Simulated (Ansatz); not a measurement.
# CuO (zincblende type): how the settings move a single-point run

Question: which choices in the input matter for CuO (zincblende type)?

Computed with Ansatz 0.2.0 (reference: DFT, PBE, all-electron LAPW, scalar-relativistic, unless a step's input says otherwise).

1 further run of the same task is left out (it didn't finish).

**1. Starting point**

It takes space group F-43m (No. 216, cubic). The conventional cell has a = 4.612 Å, b = 4.612 Å, c = 4.612 Å, α = 90.00°, β = 90.00°, γ = 90.00°. Cu (site symmetry -43m) has 4 O at 2.00 Å as nearest neighbours. Around O (site symmetry -43m) lie 4 Cu at 2.00 Å.

Coordinates:

```cif
data_structure
_symmetry_space_group_name_H-M 'P 1'
_symmetry_Int_Tables_number 1
_cell_length_a 3.2614
_cell_length_b 3.2614
_cell_length_c 3.2614
_cell_angle_alpha 60.000
_cell_angle_beta 60.000
_cell_angle_gamma 60.000
_cell_volume 24.53
loop_
_atom_site_label
_atom_site_type_symbol
_atom_site_fract_x
_atom_site_fract_y
_atom_site_fract_z
_atom_site_occupancy
Cu1 Cu 0.00000 0.00000 0.00000 1
O1 O 0.25000 0.25000 0.25000 1
```

**2. Reference**

input.yaml

```yaml
crystal:
  lattice:
    - [0.0, 2.3061620674, 2.3061620674]
    - [2.3061620674, 0.0, 2.3061620674]
    - [2.3061620674, 2.3061620674, 0.0]
  atoms:
    - { symbol: Cu, position: [0.0, 0.0, 0.0] }
    - { symbol: O, position: [0.25, 0.25, 0.25] }
kpoints:
  mp_grid: { grid: [16, 16, 16] }
scf:
  occupations: { method: fermi_dirac, width: 0.05 }
hamiltonian:
  xc: pbe
  pseudopotentials: { kind: all_electron, lapw: { basis_error: 0.001 } }
output:
  forces: true
  stress: true
  eigenvalues: true
```

Command:

```
$ ansatz run input.yaml --threads 1 --pin off --max-ram 2048MiB --backend cpu --events-out ev --progress --plain --runs-dir out
```

From the output:

```text
[...]
Basis set: ecut = 417.81239191538504 eV, 531 PW (Γ), exchange–correlation at level 2
[...]
k-points: 145 of 4096 (time reversal used)
[...]
SCF iter   1: F=—  HF=-47084.063011 eV  |F-HF|=—  |Δ(HF+E_count)|=         —  Δρ=1.46e-1  dr2=6.30e0  ethr=2.33e-2  ⟨swp⟩=2.0  Hψ=16284  notcnv=0
preconditioner: auto → LDOS  [metal: Δε(μ)=0.006 eV  Ē_g=13.134 eV  σ=0.050 eV  W_gap=0.03  n_scr=14 (ndim 8)  ℏωp=30.9 eV  f_vac=0.049  D(μ)=5.43/eV (n_scr^D=112)  β→1.0]
SCF iter   2: F=—  HF=-47082.316221 eV  |F-HF|=—  |Δ(HF+E_count)|=    1.75e0  Δρ=9.86e-2  dr2=2.87e0  ethr=2.33e-2  ⟨swp⟩=2.0  Hψ=7685  notcnv=0
[...]
SCF iter   7: F=—  HF=-47081.010433 eV  |F-HF|=—  |Δ(HF+E_count)|=   2.32e-5  Δρ=4.01e-5  dr2=2.87e-7  ethr=5.35e-7  ⟨swp⟩=2.0  Hψ=7227  notcnv=0
SCF iter   8: F=-47081.010434 eV  HF=-47081.010434 eV  |F-HF|=3.74e-9  |Δ(HF+E_count)|=   6.53e-7  Δρ=7.72e-6  dr2=1.19e-8  ethr=1.06e-9  ⟨swp⟩=3.0  Hψ=8080  notcnv=0
[...]
SCF converged after 8 iterations
Free energy (F): -47081.010434 eV
[...]
E sigma→0 (E₀):  -47080.999311 eV
[...]
Fermi energy:    8.713995 eV
[...]
  P = ⅓ Tr σ = -6.9399 GPa (-69.399 kbar)
[...]
```

Wall time 42 s (1 thread of AMD EPYC 7R43 (Zen 3), shared host); peak memory 0.5 GiB.

**3. Variant: dispersion d3bj**

input.yaml, as its differences from that of step 2:

```diff
@@ -15,2 +15,3 @@
   pseudopotentials: { kind: all_electron, lapw: { basis_error: 0.001 } }
+  dispersion: d3bj
 output:
```

Command:

```
$ ansatz run input.yaml --threads 1 --pin off --max-ram 2048MiB --backend cpu --events-out ev --progress --plain --runs-dir out
```

Log:

```text
LAPW: plane waves up to 10.472 Å⁻¹, error target 1.0e-3 eV per atom; small_component_spin mean_spin; O in spheres of 0.898 Å, 8 of its electrons in bands, Dirac shells []; Cu in spheres of 1.099 Å, 19 of its electrons in bands, Dirac shells []
Engine: ansatz 0.2.0
Pseudopotentials: kind: all_electron
Pseudopotential: Cu, LAPW, valence charge 19, Koelling and Harmon's equation, gaussian nucleus
Pseudopotential: O, LAPW, valence charge 8, Koelling and Harmon's equation, gaussian nucleus
Functional definition: PBE
  parameter kappa = 0.804
  parameter beta = 0.06672455060314922
  exchange = pbe_x(kappa = kappa, mu = beta*pi^2/3)
  correlation = pbe_c(beta = beta)
Crystal: 2 atoms, lattice volume = 24.530 Å³
Basis set: ecut = 417.81239191538504 eV, 531 PW (Γ), exchange–correlation at level 2
Bands: 18, of which v1, the nominal top of the filled ones, is band 14 counted from 1 (13 counted from 0)
Symmetry: 24 space group operations
Space group: F-43m (ITA 216), of the structure as read, at distance tolerance 2.9e-5 Å
k-points: 145 of 4096 (time reversal used)
Non-local potential: Cu, projectors of the file, none
Non-local potential: O, projectors of the file, none
Initial density: superposition of atomic densities (chi_scale 0.1, normalization cell, long waves kept (reshape's long-wave potential 0.00 eV rms))
Initial wavefunctions: plane waves of lowest kinetic energy (no species holds an atomic orbital)
Functional: x = pbe(κ = 0.804, μ = 0.2195149727645171), c = pbe(β = 0.06672455060314922)
iter 1 solved again at ethr=2.33e-2 eV; its pass at ethr=1.00e-1 eV (dr2=6.30e0 eV) is discarded
SCF iter   1: F=—  HF=-47084.530582 eV  |F-HF|=—  |Δ(HF+E_count)|=         —  Δρ=1.46e-1  dr2=6.30e0  ethr=2.33e-2  ⟨swp⟩=2.0  Hψ=16284  notcnv=0
preconditioner: auto → LDOS  [metal: Δε(μ)=0.006 eV  Ē_g=13.134 eV  σ=0.050 eV  W_gap=0.03  n_scr=14 (ndim 8)  ℏωp=30.9 eV  f_vac=0.049  D(μ)=5.43/eV (n_scr^D=112)  β→1.0]
SCF iter   2: F=—  HF=-47082.783793 eV  |F-HF|=—  |Δ(HF+E_count)|=    1.75e0  Δρ=9.86e-2  dr2=2.87e0  ethr=2.33e-2  ⟨swp⟩=2.0  Hψ=7685  notcnv=0
SCF iter   3: F=—  HF=-47081.730635 eV  |F-HF|=—  |Δ(HF+E_count)|=    1.05e0  Δρ=3.81e-2  dr2=4.20e-1  ethr=1.06e-2  ⟨swp⟩=2.0  Hψ=7702  notcnv=0
iter 4 solved again at ethr=9.74e-5 eV; its pass at ethr=1.56e-3 eV (dr2=2.63e-2 eV) is discarded
SCF iter   4: F=—  HF=-47081.468582 eV  |F-HF|=—  |Δ(HF+E_count)|=   2.62e-1  Δρ=9.96e-3  dr2=2.64e-2  ethr=9.74e-5  ⟨swp⟩=2.0  Hψ=13038  notcnv=0
SCF iter   5: F=—  HF=-47081.478868 eV  |F-HF|=—  |Δ(HF+E_count)|=         —  Δρ=3.37e-3  dr2=3.26e-3  ethr=9.74e-5  ⟨swp⟩=2.2  Hψ=7858  notcnv=0
the basis was enlarged: its passes take 266.3 KiB over the memory plan, 1 of 1 planned eigensolver slots
SCF iter   6: F=—  HF=-47081.478028 eV  |F-HF|=—  |Δ(HF+E_count)|=   8.40e-4  Δρ=7.05e-4  dr2=1.44e-4  ethr=1.21e-5  ⟨swp⟩=2.0  Hψ=7227  notcnv=0
SCF iter   7: F=—  HF=-47081.478005 eV  |F-HF|=—  |Δ(HF+E_count)|=   2.32e-5  Δρ=4.01e-5  dr2=2.87e-7  ethr=5.35e-7  ⟨swp⟩=2.0  Hψ=7227  notcnv=0
SCF iter   8: F=-47081.478005 eV  HF=-47081.478005 eV  |F-HF|=3.74e-9  |Δ(HF+E_count)|=   6.53e-7  Δρ=7.72e-6  dr2=1.19e-8  ethr=1.06e-9  ⟨swp⟩=3.0  Hψ=8080  notcnv=0
SCF 1 converged in 8 iterations: F = -47081.478005 eV  dr2 = 1.19e-8
SCF converged after 8 iterations
Free energy (F): -47081.478005 eV
Harris-Foulkes:  -47081.478005 eV  (|F-HF|=3.74e-9)
Internal energy: -47081.455759 eV  (E = F + TS)
E sigma→0 (E₀):  -47081.466882 eV
Entropy (-TS):   -0.022246 eV (-11.123 meV/atom)
Fermi energy:    8.713995 eV
--- Per-component energies (eV) ---
  E_band       = -1492.568263
  E_kinetic    = 47848.425651
  E_xc         = -2070.622211
  E_electrostatic = -92858.791628  (all electrons and nuclei)
  E_disp       = -0.467572  (pairwise vdW)
  E_smearing   = -0.022246  (= −TS)
  E_closure    = 0.000000  (closes the sum)
  E_atoms      = -47071.435960  (free atoms, spherical and without spin; not in F)
  Σ components = -47081.478005   (vs F -47081.478005, Δ=0.00e0)
  Basis errors (estimates in eV, not in F): energy 4.3e-4 per atom: plane waves 3.9e-4 (2.3e-4 summed), levels above the bands 1.7e-122, relativity 1.0e-7, radial functions 3.6e-5, core shells 2.9e-9; eigenvalues (radial functions only) 5.2e-6; not estimated: angular momenta, meshes, grids; target (lapw.basis_error) 1.0e-3; muffin-tin radii O 0.898 Å, Cu 1.099 Å
--- Forces (eV/Å), atoms counted from 1 ---
  atom   1  Cu    -0.00000000     0.00000000    -0.00000000
  atom   2  O      0.00000000    -0.00000000     0.00000000
  max |Σ_I F_I| component: 5.55e-17 eV/Å
--- Stress (GPa, compression-positive) ---
      -10.056548      -0.000000       0.000000
       -0.000000     -10.056548       0.000000
        0.000000       0.000000     -10.056548
  P = ⅓ Tr σ = -10.0565 GPa (-100.565 kbar)
--- Band table (eV; the first three rows and the last of 145) ---
  k-point 0: bands = ["-497.4867", "-103.2588", "-60.6347", "-60.6347", "-60.6347", "-9.7882", "4.1634", "4.1634", "4.1634", "6.8300", "6.8300", "9.4559", "9.4559", "9.4559", "9.5791", "22.6716", "22.6716", "22.6716"]
  k-point 1: bands = ["-497.4867", "-103.2588", "-60.6349", "-60.6347", "-60.6347", "-9.7673", "4.1004", "4.1748", "4.1748", "6.8262", "6.8262", "9.1533", "9.4323", "9.4323", "9.9624", "22.2897", "22.7058", "22.7058"]
  k-point 2: bands = ["-497.4867", "-103.2588", "-60.6354", "-60.6348", "-60.6348", "-9.7075", "3.9353", "4.2067", "4.2067", "6.8175", "6.8175", "8.8107", "9.3637", "9.3637", "10.5264", "21.3813", "22.7819", "22.7819"]
  k-point 144: bands = ["-497.4867", "-103.2584", "-60.6385", "-60.6379", "-60.6367", "-9.0357", "3.7288", "4.0529", "4.8200", "6.6749", "6.7680", "7.1434", "7.3185", "8.1554", "16.2023", "17.9996", "19.5867", "20.1690"]
```

Run time: 43 s. Hardware: 1 thread of AMD EPYC 7R43 (Zen 3), shared host; peak memory 0.51 GiB.

The energy moves by -233.8 meV/atom, nearly all of it the dispersion term itself (-233.8 meV/atom); that offset belongs to the model and is no gain or loss of stability; the pressure goes from -6.9 to -10.1 GPa.

**4. All runs together**

```
               run     ending                                     energy change  pressure (GPa)  gap (eV)  force (eV/Å)  cycles  time
         reference  converged                                                 0            -6.9      0.00          0.00       8  42 s
1: dispersion d3bj  converged  -233.8 meV/atom (offset of the dispersion model)           -10.1      0.00          0.00       8  43 s
```

Residual by cycle in the longest SCF loop of each run; runs are numbered as in the table. The quantity is the density residual dr2, in eV.

```
cycle  reference    run 1
    1        6.3      6.3
    2       2.87     2.87
    3       0.42     0.42
    4     0.0264   0.0264
    5    0.00326  0.00326
    6     1.4e-4   1.4e-4
    7     2.9e-7   2.9e-7
    8     1.2e-8   1.2e-8
```

The energy moves by -233.8 meV/atom, nearly all of it the dispersion term itself (-233.8 meV/atom); that offset belongs to the model and is no gain or loss of stability; the pressure goes from -6.9 to -10.1 GPa.
